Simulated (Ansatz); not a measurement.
Base system: AgCl in the rock salt structure (space group Fm-3m, No. 225).

```
AgCl
1.0
    0.00000     2.72374     2.72374
    2.72374     0.00000     2.72374
    2.72374     2.72374     0.00000
Ag Cl
1 1
Direct
  0.00000   0.00000   0.00000
  0.50000   0.50000   0.50000
```

Cartesian axes are those of the cell as printed.

Computed with Ansatz (a program for electronic structure) PBEsol, no SOC.

It is then changed as follows: the cell is compressed by 0.50 % along z with no lateral relaxation; the atoms relax in the strained cell.

Predict the stress tensor and what it implies for the stiffness.

Stress of the strained cell less that of the base (GPa, compression positive):
```
   0.24    0.00    0.00
   0.00    0.24    0.00
   0.00    0.00    0.40
```

Then −Δσ_ii/ε with ε = -0.0050 gives relaxed-ion elastic constants: C33 ≈ 80 GPa.

Stability against distortions was not tested.
